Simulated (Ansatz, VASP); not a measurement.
One calculation of Au, two programs

```
Au
1.0
     2.95688    0.00000    0.00000
    -1.47844    2.56073    0.00000
     0.00000    0.00000    4.97571
Au
2
Direct
  0.66667 0.33333 0.25000
  0.33333 0.66667 0.75000
```

Change from the starting cell: volume scaled by 1.06.

Alike in both runs: task single point; functional PBEsol; k mesh 11 × 11 × 6; occupations fermi-dirac, width 0.05 eV; no spin polarisation.

|  | VASP | Ansatz |
| --- | --- | --- |
| version | VASP 6.6.1 | Ansatz 0.2.0 |
| potentials or method | VASP PAW PBE potentials, release 64 (Au) | Ansatz PAW |
| plane-wave cutoff (eV) | 520 | 420 |
| valence electrons in the cell | 22 | 38 |

VASP gave:

* gap on the k mesh at the Fermi level (eV): none
* pressure (GPa): -13.2
* largest component of the traceless stress (GPa): 0.22

Question: Estimate Ansatz's values.

Answer: gap on the k mesh at the Fermi level (eV): none; pressure (GPa): -13.0; largest component of the traceless stress (GPa): 0.21.

A gap of «none» marks a metal or a gap that the smearing closes. The functional is the same, so the differences come from potentials, cutoffs and numerics. The two sets of potentials don't hold the same shells in valence.

Caveats: the PAW data sets were made with another functional, which shifts forces and pressure a little (VASP); the PAW data sets come from PBE, with cores solved anew for the run's functional, which leaves a small shift of forces and pressure (Ansatz). Spin-orbit coupling is left out, which matters for the levels of Au.
